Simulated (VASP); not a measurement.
# PbSe (Clausthalite) (Fm-3m) in VASP: further runs

The runs below take PbSe (Clausthalite) through band structure, dielectric tensor, with HSE03, r2SCAN-EpsX, PBE+D3.

Program: VASP 6.6.1. These are calculated values, not measurements. Logs are shortened: lines on timing, memory, paths and dates and some standing lists are left out, and cuts for length are marked.

**Experimental background.**

From a printed reference work, monograph, for a bulk crystal of PbSe: band gap 0.28 eV (direct) at 300 K; band gap 0.15 eV (direct) at 4.2 K.

How close the calculation comes is told below.

### Step 1. The structure

It takes space group Fm-3m (No. 225, cubic). Conventional cell: a = 6.121 Å, b = 6.121 Å, c = 6.121 Å, α = 90.00°, β = 90.00°, γ = 90.00°. Around Pb (site symmetry m-3m) lie 6 Se at 3.06 Å. Se (site symmetry m-3m) has 6 Pb at 3.06 Å as nearest neighbours.

### Step 2. Band structure, HSE03

POSCAR reads:

```
PbSe
1.0
    0.0000000000      3.0606500000      3.0606500000
    3.0606500000      0.0000000000      3.0606500000
    3.0606500000      3.0606500000      0.0000000000
Pb Se
1 1
Direct
    0.0000000000      0.0000000000      0.0000000000
    0.5000000000      0.5000000000      0.5000000000
```

INCAR.step1 reads:

```
PREC = Accurate
ENCUT = 520
EDIFF = 1E-5
ISMEAR = 0
SIGMA = 0.02
LREAL = False
LASPH = True
NELM = 80
ALGO = Normal
ISIF = 2
LWAVE = True
LCHARG = False
NBANDS = 17
GGA = PE
KPAR = 4
```

INCAR.step2 reads:

```
PREC = Accurate
ENCUT = 520
EDIFF = 1E-6
ISMEAR = 0
SIGMA = 0.02
LREAL = False
LASPH = True
NELM = 80
ALGO = Normal
ISIF = 2
LWAVE = False
LCHARG = False
GGA = PE
LHFCALC = True
HFSCREEN = 0.3
PRECFOCK = Fast
NBANDS = 17
ISTART = 1
KPAR = 4
```

KPOINTS reads:

```
Automatic mesh
0
Gamma
  6 6 6
```

KPOINTS_OPT reads:

```
path GXWKGLUWLK,UX
12
line-mode
reciprocal
 0.0000000000  0.0000000000  0.0000000000  G
 0.5000000000  0.0000000000  0.5000000000  X

 0.5000000000  0.0000000000  0.5000000000  X
 0.5000000000  0.2500000000  0.7500000000  W

 0.5000000000  0.2500000000  0.7500000000  W
 0.3750000000  0.3750000000  0.7500000000  K

 0.3750000000  0.3750000000  0.7500000000  K
 0.0000000000  0.0000000000  0.0000000000  G

 0.0000000000  0.0000000000  0.0000000000  G
 0.5000000000  0.5000000000  0.5000000000  L

 0.5000000000  0.5000000000  0.5000000000  L
 0.6250000000  0.2500000000  0.6250000000  U

 0.6250000000  0.2500000000  0.6250000000  U
 0.5000000000  0.2500000000  0.7500000000  W

 0.5000000000  0.2500000000  0.7500000000  W
 0.5000000000  0.5000000000  0.5000000000  L

 0.5000000000  0.5000000000  0.5000000000  L
 0.3750000000  0.3750000000  0.7500000000  K

 0.6250000000  0.2500000000  0.6250000000  U
 0.5000000000  0.0000000000  0.5000000000  X
```

Potentials or basis: VASP PAW PBE potentials, release 64 (Pb_d, Se).

The run is started by

```
$ cat potpaw_PBE.64/Pb_d/POTCAR potpaw_PBE.64/Se/POTCAR > POTCAR
$ cp INCAR.step1 INCAR
$ mpirun -np 4 vasp_std > vasp.out
$ cp INCAR.step2 INCAR
$ mpirun -np 4 vasp_std > vasp.out
```

OUTCAR:

```text
PREC = Accurate
   ENCUT = 520
   EDIFF = 1E-6
   ISMEAR = 0
   LREAL = False
   LASPH = True
   NELM = 80
   ISIF = 2
   GGA = PE
   LHFCALC = True
   HFSCREEN = 0.3
   PRECFOCK = Fast
   ISTART = 1

 ion  position               nearest neighbor table
   1  0.000  0.000  0.000-   2 3.06   2 3.06   2 3.06   2 3.06   2 3.06   2 3.06
   2  0.500  0.500  0.500-   1 3.06   1 3.06   1 3.06   1 3.06   1 3.06   1 3.06

  LATTYP: Found a face centered cubic cell.
 ALAT       =     6.1213000000

  Lattice vectors:

 A1 = (   0.0000000000,   3.0606500000,   3.0606500000)
 A2 = (   3.0606500000,   0.0000000000,   3.0606500000)
 A3 = (   3.0606500000,   3.0606500000,   0.0000000000)

Analysis of symmetry for initial positions (statically):
=====================================================================
 Subroutine PRICEL returns:
 Original cell was already a primitive cell.

 Routine SETGRP: Setting up the symmetry group for a
 face centered cubic supercell.

 Subroutine GETGRP returns: Found 48 space group operations
 (whereof 48 operations were pure point group operations)
 out of a pool of 48 trial point group operations.

The static configuration has the point symmetry O_h .

Analysis of symmetry for dynamics (positions and initial velocities):
=====================================================================
 Subroutine PRICEL returns:
 Original cell was already a primitive cell.

 Routine SETGRP: Setting up the symmetry group for a
 face centered cubic supercell.

 Subroutine GETGRP returns: Found 48 space group operations
 (whereof 48 operations were pure point group operations)
 out of a pool of 48 trial point group operations.

The dynamic configuration has the point symmetry O_h .

 Subroutine INISYM returns: Found 48 space group operations
 (whereof 48 operations are pure point group operations),
 and found     1 'primitive' translations

----------------------------------------------------------------------------------------

                                     Primitive cell

  volume of cell :      57.3418

  direct lattice vectors                    reciprocal lattice vectors
     0.000000000  3.060650000  3.060650000    -0.163363991  0.163363991  0.163363991
     3.060650000  0.000000000  3.060650000     0.163363991 -0.163363991  0.163363991
     3.060650000  3.060650000  0.000000000     0.163363991  0.163363991 -0.163363991

  length of vectors
     4.328412740  4.328412740  4.328412740     0.282954733  0.282954733  0.282954733

  position of ions in fractional coordinates (direct lattice)
     0.000000000  0.000000000  0.000000000
     0.500000000  0.500000000  0.500000000

  ion indices of the primitive-cell ions
   primitive index   ion index
                 1           1
                 2           2

----------------------------------------------------------------------------------------

 KPOINTS: Automatic mesh

Automatic generation of k-mesh.
 Grid dimensions read from file:
 generate k-points for:    6    6    6

 Generating k-lattice:

  Cartesian coordinates                     Fractional coordinates (reciprocal lattice)
    -0.027227332  0.027227332  0.027227332     0.166666667  0.000000000  0.000000000
     0.027227332 -0.027227332  0.027227332     0.000000000  0.166666667  0.000000000
     0.027227332  0.027227332 -0.027227332     0.000000000  0.000000000  0.166666667

  Length of vectors
     0.047159122  0.047159122  0.047159122

  Shift w.r.t. Gamma in fractional coordinates (k-lattice)
     0.000000000  0.000000000  0.000000000

 Subroutine IBZKPT returns following result:
 ===========================================

 Found     16 irreducible k-points:

 Following reciprocal coordinates:
            Coordinates               Weight
  0.000000  0.000000  0.000000      1.000000
  0.166667  0.000000  0.000000      8.000000
  0.333333  0.000000  0.000000      8.000000
  0.500000  0.000000  0.000000      4.000000
  0.166667  0.166667  0.000000      6.000000
  0.333333  0.166667  0.000000     24.000000
[... 8 lines left out ...]
 -0.333333  0.333333  0.166667     24.000000
 -0.333333  0.500000  0.166667     12.000000
   k-points           NKPTS =     16   k-points in BZ     NKDIM =    216   number of bands    NBANDS=     17
   number of dos      NEDOS =    301   number of ions     NIONS =      2
   total plane-waves  NPLWV =  32768
   dimension x,y,z NGX =    32 NGY =   32 NGZ =   32
   dimension x,y,z NGXF=    64 NGYF=   64 NGZF=   64
   ions per type =               1   1
   NGX,Y,Z   is equivalent  to a cutoff of  12.29, 12.29, 12.29 a.u.
   NGXF,Y,Z  is equivalent  to a cutoff of  24.58, 24.58, 24.58 a.u.
 SYSTEM =  unknown system
   PREC   = accura    normal or accurate (medium, high low for compatibility)
   ISTART =      1    job   : 0-new  1-cont  2-samecut
   ICHARG =      0    charge: 1-file 2-atom 10-const
   ISPIN  =      1    spin polarized calculation?
   LNONCOLLINEAR =      F non collinear calculations
   LSORBIT =      F    spin-orbit coupling
   LASPH  =      T    aspherical Exc in radial PAW
   ENCUT  =  520.0 eV  38.22 Ry    6.18 a.u.   8.05  8.05  8.05*2*pi/ulx,y,z
   NELM   =     80;   NELMIN=  2; NELMDL=  0     # of ELM steps
   EDIFF  = 0.1E-05   stopping-criterion for ELM
   LREAL  =      F    real-space projection
   EDIFFG = 0.1E-04   stopping-criterion for IOM
   NSW    =      0    number of steps for IOM
   IBRION =     -1    ionic relax: 0-MD 1-quasi-New 2-CG
   NFREE  =      0    steps in history (QN), initial steepest desc. (CG)
   ISIF   =      2    stress and relaxation
   ISYM   =      3    0-nonsym 1-usesym 2-fastsym
   POTIM  = 0.5000    time-step for ionic-motion
   TEBEG  =    0.0;   TEEND  =   0.0 temperature during run
   PSTRESS=    0.0 pullay stress
   NELECT =      20.0000    total number of electrons
   NUPDOWN=      -1.0000    fix difference up-down
   EMIN   =  10.00;   EMAX   =-10.00  energy-range for DOS
   EFERMI =   0.00;   METHOD = LEGACY
   ISMEAR =     0;   SIGMA  =   0.02  broadening in eV -4-tet -1-fermi 0-gaus
   EFERMI_NEDOS =   21; number of points for ismear=-14 and -15
   IALGO  =     38    algorithm
   IMIX   =      1    mixing-type and parameters
     AMIX     =   0.40;   BMIX     =  1.00
     AMIX_MAG =   1.60;   BMIX_MAG =  1.00
  volume/ion in A,a.u.               =      28.67       193.48
  Fermi-wavevector in a.u.,A,eV,Ry     =   1.152377  2.177676 18.068159  1.327972
  Thomas-Fermi vector in A             =   2.289028
   LORBIT       =      0    0 simple, 1 ext, 2 COOP (PROOUT), +10 PAW based schemes
   GGA     = PE    functional components
   LHFCALC =     T    Hartree Fock is set to
   PRECFOCK=fast      Normal, Fast or Accurate (Low or Medium for compatibility)
   ENCUT4O =  -1.0   cutoff for four orbital integrals eV
   NKREDX  =     1    reduce k-point grid by
   NKREDY  =     1    reduce k-point grid by
   NKREDZ  =     1    reduce k-point grid by
   AEXX    =    0.2500 exact exchange contribution
   HFSCREEN=    0.3000 screening length (either q_TF or 0.3 A-1)
   HFSCREENC=   0.3000 screening length for correlation (either q_TF or 0.3 A-1)
   ENCUTFOCK=  -1.0 apply spherical cutoff to Coloumb kernel
   IVDW    =     0    specifies the selected vdW correction
   LEPSILON=     F    determine dielectric tensor
   LRPA    =     F    only Hartree local field effects (RPA)
 non-spin polarized calculation
 Gauss-broadening in eV      SIGMA  =   0.02
  energy-cutoff  :      520.00
  volume of cell :       57.34
 maximum number of plane-waves:      1572
  NGX = 18; NGY = 18; NGZ = 18

 number of electron      20.0000000 magnetization

 Free energy of the ion-electron system (eV)
  ---------------------------------------------------
  ext. energy  EPLUGINS =         0.00000000
  ---------------------------------------------------
  free energy    TOTEN  =        -9.41612694 eV

  energy without entropy =       -9.41612694  energy(sigma->0) =       -9.41612694

 E-fermi :   4.9719     XC(G=0):  -8.0691

 val. band max:        4.8597172234   @ k =   0.5000   0.0000   0.0000
 cond. band min:       5.4429321303   @ k =   0.5000   0.0000   0.0000
 fundamental gap:      0.5832149069
 Fermi energy:         4.9718603414

 k-point     1 :       0.0000    0.0000    0.0000
  band No.  band energies     occupation
      1     -13.6563      2.00000
      2     -13.6563      2.00000
      3     -13.6500      2.00000
      4     -13.6500      2.00000
      5     -13.6500      2.00000
      6     -10.0596      2.00000
[... 9 lines left out ...]
     16      11.8394      0.00000
     17      13.5394      0.00000

 k-point     2 :       0.1667    0.0000    0.0000
  band No.  band energies     occupation
      1     -13.6626      2.00000
      2     -13.6626      2.00000
      3     -13.6492      2.00000
      4     -13.6427      2.00000
      5     -13.6427      2.00000
      6      -9.8327      2.00000
[... 9 lines left out ...]
     16      12.4546      0.00000
     17      15.3751      0.00000

 k-point     3 :       0.3333    0.0000    0.0000
  band No.  band energies     occupation
      1     -13.6763      2.00000
      2     -13.6763      2.00000
      3     -13.6480      2.00000
      4     -13.6266      2.00000
      5     -13.6266      2.00000
      6      -9.2712      2.00000
[... 9 lines left out ...]
     16      13.9895      0.00000
     17      17.4412      0.00000

 k-point     4 :       0.5000    0.0000    0.0000
  band No.  band energies     occupation
      1     -13.6832      2.00000
      2     -13.6832      2.00000
      3     -13.6475      2.00000
      4     -13.6185      2.00000
      5     -13.6185      2.00000
      6      -8.8963      2.00000
[... 9 lines left out ...]
     16      15.6980      0.00000
     17      15.7222      0.00000
[... 183 lines left out ...]
      1     -13.7273      2.00000
      2     -13.6604      2.00000
      3     -13.6504      2.00000
      4     -13.6234      2.00000
      5     -13.6178      2.00000
      6      -8.8370      2.00000
[... 9 lines left out ...]
     16      15.7781      0.00000
     17      16.1343      0.00000

 k-point    15 :      -0.3333    0.3333    0.1667
  band No.  band energies     occupation
      1     -13.7367      2.00000
      2     -13.6649      2.00000
      3     -13.6381      2.00000
      4     -13.6342      2.00000
      5     -13.6114      2.00000
      6      -8.5711      2.00000
[... 9 lines left out ...]
     16      16.9620      0.00000
     17      17.0168      0.00000

 k-point    16 :      -0.3333    0.5000    0.1667
  band No.  band energies     occupation
      1     -13.7663      2.00000
      2     -13.6531      2.00000
      3     -13.6524      2.00000
      4     -13.6221      2.00000
      5     -13.6058      2.00000
      6      -8.4619      2.00000
[... 9 lines left out ...]
     16      17.2693      0.00000
     17      18.2705      0.00000

------------------------ aborting loop because EDIFF is reached ----------------------------------------

  FORCE on cell =-STRESS in cart. coord.  units (eV):
  Direction    XX          YY          ZZ          XY          YZ          ZX
  --------------------------------------------------------------------------------------
  -------------------------------------------------------------------------------------
  Total        0.4576047      0.4576047      0.4576047      0.0000000      0.0000000      0.0000000
  in kB       12.7858621     12.7858621     12.7858621      0.0000000      0.0000000      0.0000000
  external PRESSURE =      12.7858621 kB  Pullay stress =       0.0000000 kB

 VOLUME and BASIS-vectors are now :
 -----------------------------------------------------------------------------
  energy-cutoff  :      520.00
  volume of cell :       57.34
      direct lattice vectors                 reciprocal lattice vectors
     0.000000000  3.060650000  3.060650000    -0.163363991  0.163363991  0.163363991
     3.060650000  0.000000000  3.060650000     0.163363991 -0.163363991  0.163363991
     3.060650000  3.060650000  0.000000000     0.163363991  0.163363991 -0.163363991

 POSITION                                       TOTAL-FORCE (eV/Angst)
 -----------------------------------------------------------------------------------
      0.00000      0.00000      0.00000         0.000000     -0.000000      0.000000
      3.06065      3.06065      3.06065        -0.000000      0.000000     -0.000000
 -----------------------------------------------------------------------------------
    total drift:                                0.000001      0.000001      0.000001

  FREE ENERGIE OF THE ION-ELECTRON SYSTEM (eV)
  ---------------------------------------------------
  free  energy   TOTEN  =        -9.4161269406 eV

  energy  without entropy=       -9.4161269406  energy(sigma->0) =       -9.41612694
```

It took 33 min on 4 MPI ranks of Intel Xeon Platinum 8559C (Emerald Rapids), shared host; peak memory 0.4 GiB.

Results:

| Item | Value |
| --- | --- |
| Free energy | -9.4161 eV |
| Pressure | 1.3 GPa |
| Band gap on the k mesh | 0.58 eV, direct |
| Band gap along the path | 0.58 eV, direct |

Levels at the corners of the path, in eV from the valence-band top:
| point | band 8 | band 9 | band 10 | band 11 | band 12 | band 13 |
| --- | --- | --- | --- | --- | --- | --- |
| Γ | -2.16 | -2.16 | -2.16 | 5.29 | 5.29 | 5.29 |
| X | -5.50 | -3.61 | -3.61 | 4.02 | 6.25 | 6.25 |
| X | -5.50 | -3.61 | -3.61 | 4.02 | 6.25 | 6.25 |
| W | -4.68 | -4.68 | -0.95 | 2.26 | 5.46 | 5.46 |
| W | -4.68 | -4.68 | -0.95 | 2.26 | 5.46 | 5.46 |
| K | -5.05 | -3.06 | -2.62 | 3.82 | 4.49 | 6.03 |
| K | -5.05 | -3.06 | -2.62 | 3.82 | 4.49 | 6.03 |
| Γ | -2.16 | -2.16 | -2.16 | 5.29 | 5.29 | 5.29 |
| Γ | -2.16 | -2.16 | -2.16 | 5.29 | 5.29 | 5.29 |
| L | -1.75 | -1.75 | 0.00 | 0.58 | 2.02 | 2.02 |
| L | -1.75 | -1.75 | 0.00 | 0.58 | 2.02 | 2.02 |
| U | -5.05 | -3.06 | -2.62 | 3.82 | 4.49 | 6.03 |
| U | -5.05 | -3.06 | -2.62 | 3.82 | 4.49 | 6.03 |
| W | -4.68 | -4.68 | -0.95 | 2.26 | 5.46 | 5.46 |
| W | -4.68 | -4.68 | -0.95 | 2.26 | 5.46 | 5.46 |
| L | -1.75 | -1.75 | 0.00 | 0.58 | 2.02 | 2.02 |
| L | -1.75 | -1.75 | 0.00 | 0.58 | 2.02 | 2.02 |
| K | -5.05 | -3.06 | -2.62 | 3.82 | 4.49 | 6.03 |
| U | -5.05 | -3.06 | -2.62 | 3.82 | 4.49 | 6.03 |
| X | -5.50 | -3.61 | -3.61 | 4.02 | 6.25 | 6.25 |

Caveat: the PAW data sets were made with another functional, which shifts forces and pressure a little; spin-orbit coupling is left out, which as a rule narrows the gap of such compounds by several tenths of an eV.

### Step 3. Band structure, r2SCAN-EpsX

POSCAR is that of step 2.

INCAR.step1 reads:

```
PREC = Accurate
ENCUT = 520
EDIFF = 1E-8
ISMEAR = 0
SIGMA = 0.02
LREAL = False
LASPH = True
NELM = 80
ALGO = Normal
ISIF = 2
LWAVE = False
LCHARG = False
GGA = PE
LEPSILON = True
KPAR = 4
```

KPOINTS.step1 reads:

```
Automatic mesh
0
G
  8 8 8
  0 0 0
```

INCAR.step2 reads:

```
PREC = Accurate
ENCUT = 520
EDIFF = 1E-5
ISMEAR = 0
SIGMA = 0.02
LREAL = False
LASPH = True
NELM = 80
ALGO = Normal
ISIF = 2
LWAVE = True
LCHARG = False
NBANDS = 17
GGA = PE
KPAR = 4
```

KPOINTS.step2 reads:

```
Automatic mesh
0
Gamma
  6 6 6
```

INCAR.step3 reads:

```
PREC = Accurate
ENCUT = 520
EDIFF = 1E-6
ISMEAR = 0
SIGMA = 0.02
LREAL = False
LASPH = True
NELM = 80
ALGO = Normal
ISIF = 2
LWAVE = False
LCHARG = False
METAGGA = R2SCAN
LHFCALC = True
AEXX = 0.0317
LMIXTAU = True
PRECFOCK = Fast
NBANDS = 17
ISTART = 1
HFRCUT = -1
KPAR = 4
```

KPOINTS.step3 reads:

```
Automatic mesh
0
Gamma
  6 6 6
```

KPOINTS_OPT is that of step 2.

Potentials or basis: VASP PAW PBE potentials, release 64 (Pb_d, Se).

The run is started by

```
$ cat potpaw_PBE.64/Pb_d/POTCAR potpaw_PBE.64/Se/POTCAR > POTCAR
$ cp INCAR.step1 INCAR
$ cp KPOINTS.step1 KPOINTS
$ mpirun -np 4 vasp_std > vasp.out
$ cp INCAR.step2 INCAR
$ cp KPOINTS.step2 KPOINTS
$ mpirun -np 4 vasp_std > vasp.out
$ cp INCAR.step3 INCAR
$ cp KPOINTS.step3 KPOINTS
$ mpirun -np 4 vasp_std > vasp.out
```

Run time: 33 min. Hardware: 4 MPI ranks of Intel Xeon Platinum 8559C (Emerald Rapids), shared host; peak memory 0.34 GiB.

The run converged. Its results:

```yaml
Free_energy: -70.2912 eV
Pressure: 1.4 GPa
Band_gap_on_the_k_mesh: 0.68 eV, direct
Band_gap_along_the_path: 0.68 eV, direct
```

Levels at the corners of the path, in eV from the valence-band top:
| point | band 6 | band 7 | band 8 | band 9 | band 10 | band 11 | band 12 | band 13 | band 14 | band 15 |
| --- | --- | --- | --- | --- | --- | --- | --- | --- | --- | --- |
| Γ | -14.34 | -6.42 | -2.08 | -2.08 | -2.08 | 5.20 | 5.20 | 5.20 | 7.10 | 7.10 |
| X | -12.82 | -7.64 | -5.25 | -3.46 | -3.46 | 4.14 | 6.16 | 6.16 | 6.65 | 12.00 |
| X | -12.82 | -7.64 | -5.25 | -3.46 | -3.46 | 4.14 | 6.16 | 6.16 | 6.65 | 12.00 |
| W | -12.79 | -8.34 | -4.47 | -4.47 | -0.91 | 2.28 | 5.46 | 5.46 | 8.35 | 8.35 |
| W | -12.79 | -8.34 | -4.47 | -4.47 | -0.91 | 2.28 | 5.46 | 5.46 | 8.35 | 8.35 |
| K | -12.83 | -8.36 | -4.83 | -2.93 | -2.52 | 3.83 | 4.44 | 5.99 | 6.37 | 10.84 |
| K | -12.83 | -8.36 | -4.83 | -2.93 | -2.52 | 3.83 | 4.44 | 5.99 | 6.37 | 10.84 |
| Γ | -14.34 | -6.42 | -2.08 | -2.08 | -2.08 | 5.20 | 5.20 | 5.20 | 7.10 | 7.10 |
| Γ | -14.34 | -6.42 | -2.08 | -2.08 | -2.08 | 5.20 | 5.20 | 5.20 | 7.10 | 7.10 |
| L | -13.22 | -9.19 | -1.65 | -1.65 | 0.00 | 0.68 | 2.03 | 2.03 | 9.24 | 10.84 |
| L | -13.22 | -9.19 | -1.65 | -1.65 | 0.00 | 0.68 | 2.03 | 2.03 | 9.24 | 10.84 |
| U | -12.83 | -8.36 | -4.83 | -2.93 | -2.52 | 3.83 | 4.44 | 5.99 | 6.37 | 10.84 |
| U | -12.83 | -8.36 | -4.83 | -2.93 | -2.52 | 3.83 | 4.44 | 5.99 | 6.37 | 10.84 |
| W | -12.79 | -8.34 | -4.47 | -4.47 | -0.91 | 2.28 | 5.46 | 5.46 | 8.35 | 8.35 |
| W | -12.79 | -8.34 | -4.47 | -4.47 | -0.91 | 2.28 | 5.46 | 5.46 | 8.35 | 8.35 |
| L | -13.22 | -9.19 | -1.65 | -1.65 | 0.00 | 0.68 | 2.03 | 2.03 | 9.24 | 10.84 |
| L | -13.22 | -9.19 | -1.65 | -1.65 | 0.00 | 0.68 | 2.03 | 2.03 | 9.24 | 10.84 |
| K | -12.83 | -8.36 | -4.83 | -2.93 | -2.52 | 3.83 | 4.44 | 5.99 | 6.37 | 10.84 |
| U | -12.83 | -8.36 | -4.83 | -2.93 | -2.52 | 3.83 | 4.44 | 5.99 | 6.37 | 10.84 |
| X | -12.82 | -7.64 | -5.25 | -3.46 | -3.46 | 4.14 | 6.16 | 6.16 | 6.65 | 12.00 |

Caveat: the PAW data sets were made with another functional, which shifts forces and pressure a little; spin-orbit coupling is left out, which as a rule narrows the gap of such compounds by several tenths of an eV.

(Continued in part 2 of 2.)
